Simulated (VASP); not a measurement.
# AlH3 in VASP: a series of runs

Aim: see how the results for AlH3 move with the level of theory and the settings. Levels: PBE, PBE+TS, LDA. Tasks: single point, relaxation of the atoms, atomic charges, electron localisation function.

Everything below comes from runs of VASP 6.6.1. Logs are shortened: lines on timing, memory, paths and dates and some standing lists are left out, and cuts for length are marked.

## 1. The molecule as given

The cell holds a molecule in a box, 4 atoms: a = 12.000 Å, b = 11.000 Å, c = 12.000 Å, α = 90.00°, β = 90.00°, γ = 90.00°.

## 2. Single point, PBE (atoms moved at random, drawn with an rms of 0.05 Å)

Contents of INCAR:

```
SYSTEM = AlH3
ALGO = Fast ; EDIFF = 1E-6
ENCUT = 520 ; GGA = PE
ISIF = 2 ; ISMEAR = 0
LASPH = .TRUE. ; LCHARG = .FALSE.
LREAL = .FALSE. ; LWAVE = .FALSE.
NELM = 80 ; PREC = Accurate
SIGMA = 0.01
```

Contents of KPOINTS:

```
k-points
0
G
  1 1 1
  0 0 0
```

Contents of POSCAR:

```
AlH3
1.0
   12.0000000000      0.0000000000      0.0000000000
    0.0000000000     11.0000000000      0.0000000000
    0.0000000000      0.0000000000     12.0000000000
Al H
1 3
Direct
    0.5287730000      0.5057090000      0.5072300000
    0.5728710000      0.5703210000      0.6158490000
    0.4129660000      0.4383430000      0.5177260000
    0.5881540000      0.5203120000      0.3942080000
```

Potentials or basis: VASP PAW PBE potentials, release 64 (Al, H).

Command:

```sh
$ cat potpaw_PBE.64/Al/POTCAR potpaw_PBE.64/H/POTCAR > POTCAR
$ mpirun -np 1 vasp_gam > vasp.out
```

OUTCAR:

```text
SYSTEM = AlH3
   EDIFF = 1E-6
   ENCUT = 520
   GGA = PE
   ISIF = 2
   ISMEAR = 0
   LASPH = .TRUE.
   LREAL = .FALSE.
   NELM = 80
   PREC = Accurate

 ion  position               nearest neighbor table
   1  0.529  0.506  0.507-   4 1.54   2 1.58   3 1.58
   2  0.573  0.570  0.616-   1 1.58
   3  0.413  0.438  0.518-   1 1.58
   4  0.588  0.520  0.394-   1 1.54

  LATTYP: Found a simple tetragonal cell.
 ALAT       =    12.0000000000
 C/A-ratio  =     0.9166666667

  Lattice vectors:

 A1 = ( -12.0000000000,   0.0000000000,   0.0000000000)
 A2 = (   0.0000000000,   0.0000000000,  12.0000000000)
 A3 = (   0.0000000000,  11.0000000000,   0.0000000000)

Analysis of symmetry for initial positions (statically):
=====================================================================
 Subroutine PRICEL returns:
 Original cell was already a primitive cell.

 Routine SETGRP: Setting up the symmetry group for a
 simple tetragonal supercell.

 Subroutine GETGRP returns: Found  1 space group operations
 (whereof  1 operations were pure point group operations)
 out of a pool of 16 trial point group operations.

The static configuration has the point symmetry C_1 .

Analysis of symmetry for dynamics (positions and initial velocities):
=====================================================================
 Subroutine PRICEL returns:
 Original cell was already a primitive cell.

 Routine SETGRP: Setting up the symmetry group for a
 simple tetragonal supercell.

 Subroutine GETGRP returns: Found  1 space group operations
 (whereof  1 operations were pure point group operations)
 out of a pool of 16 trial point group operations.

The dynamic configuration has the point symmetry C_1 .

 Subroutine INISYM returns: Found  1 space group operations
 (whereof  1 operations are pure point group operations),
 and found     1 'primitive' translations

----------------------------------------------------------------------------------------

                                     Primitive cell

  volume of cell :    1584.0000

  direct lattice vectors                    reciprocal lattice vectors
    12.000000000  0.000000000  0.000000000     0.083333333  0.000000000  0.000000000
[... 62 lines left out ...]
   LSORBIT =      F    spin-orbit coupling
   LASPH  =      T    aspherical Exc in radial PAW
   ENCUT  =  520.0 eV  38.22 Ry    6.18 a.u.  22.31 20.45 22.31*2*pi/ulx,y,z
   NELM   =     80;   NELMIN=  2; NELMDL= -5     # of ELM steps
   EDIFF  = 0.1E-05   stopping-criterion for ELM
   LREAL  =      F    real-space projection
   EDIFFG = 0.1E-04   stopping-criterion for IOM
   NSW    =      0    number of steps for IOM
   IBRION =     -1    ionic relax: 0-MD 1-quasi-New 2-CG
   NFREE  =      0    steps in history (QN), initial steepest desc. (CG)
   ISIF   =      2    stress and relaxation
   ISYM   =      2    0-nonsym 1-usesym 2-fastsym
   POTIM  = 0.5000    time-step for ionic-motion
   TEBEG  =    0.0;   TEEND  =   0.0 temperature during run
   PSTRESS=    0.0 pullay stress
   NELECT =       6.0000    total number of electrons
   NUPDOWN=      -1.0000    fix difference up-down
   EMIN   =  10.00;   EMAX   =-10.00  energy-range for DOS
   EFERMI =   0.00;   METHOD = LEGACY
   ISMEAR =     0;   SIGMA  =   0.01  broadening in eV -4-tet -1-fermi 0-gaus
   EFERMI_NEDOS =   21; number of points for ismear=-14 and -15
   IALGO  =     68    algorithm
   IMIX   =      4    mixing-type and parameters
     AMIX     =   0.40;   BMIX     =  1.00
     AMIX_MAG =   1.60;   BMIX_MAG =  1.00
  volume/ion in A,a.u.               =     396.00      2672.34
  Fermi-wavevector in a.u.,A,eV,Ry     =   0.255196  0.482250  0.886078  0.065125
  Thomas-Fermi vector in A             =   1.077186
   LORBIT       =      0    0 simple, 1 ext, 2 COOP (PROOUT), +10 PAW based schemes
   GGA     = PE    functional components
   LHFCALC =     F    Hartree Fock is set to
   AEXX    =    0.0000 exact exchange contribution
   IVDW    =     0    specifies the selected vdW correction
   LEPSILON=     F    determine dielectric tensor
   LRPA    =     F    only Hartree local field effects (RPA)
 non-spin polarized calculation
 RMM-DIIS sequential band-by-band and
 Gauss-broadening in eV      SIGMA  =   0.01
  energy-cutoff  :      520.00
  volume of cell :     1584.00
 maximum number of plane-waves:     21371
 NGX is ok and might be reduce to    90
   NGX = 45   NGY = 41   NGZ = 45

 number of electron       5.9999999 magnetization

 Free energy of the ion-electron system (eV)
  ---------------------------------------------------
  ext. energy  EPLUGINS =         0.00000000
  ---------------------------------------------------
  free energy    TOTEN  =       -12.43546084 eV

  energy without entropy =      -12.43546084  energy(sigma->0) =      -12.43546084

 E-fermi :  -6.9789     XC(G=0):  -0.6137

 val. band max:       -7.0416719009   @ k =   0.0000   0.0000   0.0000
 cond. band min:      -2.3793563055   @ k =   0.0000   0.0000   0.0000
 fundamental gap:      4.6623155954
 Fermi energy:        -6.9788799862

 k-point     1 :       0.0000    0.0000    0.0000
  band No.  band energies     occupation
      1     -10.1770      2.00000
      2      -7.2554      2.00000
      3      -7.0417      2.00000
      4      -2.3794      0.00000
      5      -0.2389      0.00000
      6       0.2821      0.00000
      7       0.3967      0.00000

------------------------ aborting loop because EDIFF is reached ----------------------------------------

  FORCE on cell =-STRESS in cart. coord.  units (eV):
  Direction    XX          YY          ZZ          XY          YZ          ZX
  --------------------------------------------------------------------------------------
  -------------------------------------------------------------------------------------
  Total        0.5146694      0.1557604      1.0173260      0.3016288      0.0703852     -0.2597118
  in kB        0.5205755      0.1575478      1.0290004      0.3050902      0.0711929     -0.2626922
  external PRESSURE =       0.5690413 kB  Pullay stress =       0.0000000 kB

 VOLUME and BASIS-vectors are now :
 -----------------------------------------------------------------------------
  energy-cutoff  :      520.00
  volume of cell :     1584.00
      direct lattice vectors                 reciprocal lattice vectors
    12.000000000  0.000000000  0.000000000     0.083333333  0.000000000  0.000000000
     0.000000000 11.000000000  0.000000000     0.000000000  0.090909091  0.000000000
     0.000000000  0.000000000 12.000000000     0.000000000  0.000000000  0.083333333

 POSITION                                       TOTAL-FORCE (eV/Angst)
 -----------------------------------------------------------------------------------
      6.34528      5.56280      6.08676        -0.472881      0.124669      0.521794
      6.87445      6.27353      7.39019         0.210603      0.070368      0.167739
      4.95559      4.82177      6.21271        -0.120556     -0.192454     -0.067793
      7.05785      5.72343      4.73050         0.382834     -0.002582     -0.621740
 -----------------------------------------------------------------------------------
    total drift:                                0.000108     -0.000100     -0.000011

  FREE ENERGIE OF THE ION-ELECTRON SYSTEM (eV)
  ---------------------------------------------------
  free  energy   TOTEN  =       -12.4354608374 eV

  energy  without entropy=      -12.4354608374  energy(sigma->0) =      -12.43546084
```

OSZICAR:

```text
N       E                     dE             d eps       ncg     rms          rms(c)
DAV:   1     0.332962747458E+02    0.33296E+02   -0.10470E+03    14   0.387E+02
DAV:   2    -0.433122100600E+01   -0.37627E+02   -0.37627E+02    28   0.367E+01
DAV:   3    -0.138607739038E+02   -0.95296E+01   -0.95296E+01    14   0.483E+01
[... 14 lines left out ...]
RMM:  18    -0.124354467135E+02   -0.43451E-04   -0.52826E-06    20   0.159E-02    0.499E-03
RMM:  19    -0.124354540262E+02   -0.73127E-05   -0.85988E-07    17   0.641E-03    0.152E-03
RMM:  20    -0.124354590651E+02   -0.50389E-05   -0.41143E-07    17   0.465E-03    0.573E-04
RMM:  21    -0.124354600853E+02   -0.10202E-05   -0.98343E-08    17   0.263E-03    0.675E-04
RMM:  22    -0.124354608374E+02   -0.75209E-06   -0.21815E-08    15   0.157E-03
   1 F= -.12435461E+02 E0= -.12435461E+02  d E =-.424576E-19
```

Run time: 1.8 min. Hardware: 1 thread of Intel Xeon Platinum 8259CL at 2.50GHz (Skylake/Cascade Lake), shared host; peak memory 1.1 GiB.

Results:

```
Free energy                     : -12.4355 eV
Largest force                   : 0.730 eV/Å
Gap between the frontier levels : 4.66 eV
```

Forces in eV/Å, atoms in the order of the input:
```
Al  -0.473  0.125  0.522
H    0.211  0.070  0.168
H   -0.121 -0.192 -0.068
H    0.383 -0.003 -0.622
```

Levels at points of the mesh, in eV from the valence-band top:
| k point | band 1 | band 2 | band 3 | band 4 | band 5 | band 6 | band 7 |
| --- | --- | --- | --- | --- | --- | --- | --- |
| (0.00, 0.00, 0.00) | -3.14 | -0.21 | 0.00 | 4.66 | 6.80 | 7.32 | 7.44 |

## 3. Relaxation of the atoms, PBE (atoms moved at random, drawn with an rms of 0.02 Å)

Contents of INCAR:

```
  PREC = Accurate
  ENCUT = 520
  EDIFF = 1E-7
  ISMEAR = 0
  SIGMA = 0.01
  LREAL = F
  LASPH = T
  NELM = 100
  ALGO = Fast
  ISIF = 2
  LWAVE = F
  LCHARG = F
  GGA = PE
  IBRION = 2
  NSW = 40
  EDIFFG = -0.01
```

Contents of KPOINTS:

```
regular mesh
0
Gamma
  1 1 1
```

Contents of POSCAR:

```
AlH3
1.0
   12.0000000000      0.0000000000      0.0000000000
    0.0000000000     11.0000000000      0.0000000000
    0.0000000000      0.0000000000     12.0000000000
Al H
1 3
Direct
    0.5252220000      0.5071900000      0.5068220000
    0.5782760000      0.5706230000      0.6153380000
    0.4127510000      0.4323240000      0.5160510000
    0.5899500000      0.5202710000      0.3913910000
```

Potentials or basis: VASP PAW PBE potentials, release 64 (Al, H).

Command:

```sh
$ cat potpaw_PBE.64/Al/POTCAR potpaw_PBE.64/H/POTCAR > POTCAR
$ mpirun -np 1 vasp_gam > vasp.out
```

Run time: 10 min. Hardware: 1 thread of Intel Xeon Platinum 8259CL at 2.50GHz (Skylake/Cascade Lake), shared host; peak memory 1.3 GiB.

It converged, with:

```
Free energy                     : -12.4699 eV
Energy gained by relaxing       : 0.9 meV/atom
Ionic steps                     : 9
Largest force after relaxing    : 0.010 eV/Å
Gap between the frontier levels : 4.74 eV
```

Forces in eV/Å, atoms in the order of the input:
```
Al  -0.005  0.008 -0.003
H    0.000 -0.002  0.001
H    0.005 -0.002  0.000
H    0.000 -0.004  0.002
```

The path:
```tsv
step	energy change (eV)	largest force (eV/Å)	pressure (GPa)
1	0.0000	0.3335	-0.01
2	-0.0022	0.1500	-0.01
3	-0.0027	0.0656	-0.01
4	-0.0030	0.0394	-0.01
5	-0.0033	0.0460	0.00
6	-0.0034	0.0326	0.00
7	-0.0035	0.0372	0.00
8	-0.0035	0.0184	0.00
9	-0.0035	0.0098	0.00
```

Final structure:
```cif
data_structure
_symmetry_space_group_name_H-M 'P 1'
_symmetry_Int_Tables_number 1
_cell_length_a 12.0000
_cell_length_b 11.0000
_cell_length_c 12.0000
_cell_angle_alpha 90.000
_cell_angle_beta 90.000
_cell_angle_gamma 90.000
_cell_volume 1584.00
loop_
_atom_site_label
_atom_site_type_symbol
_atom_site_fract_x
_atom_site_fract_y
_atom_site_fract_z
_atom_site_occupancy
Al1 Al 0.52660 0.50747 0.50743 1
H1 H 0.57739 0.57041 0.61562 1
H2 H 0.41319 0.43276 0.51572 1
H3 H 0.58902 0.51977 0.39084 1
```

Levels at points of the mesh, in eV from the valence-band top:
```tsv
k point	band 1	band 2	band 3	band 4	band 5	band 6
(0.00, 0.00, 0.00)	-2.99	0.00	0.00	4.74	6.87	7.31
```

[end of part 1 of 3]
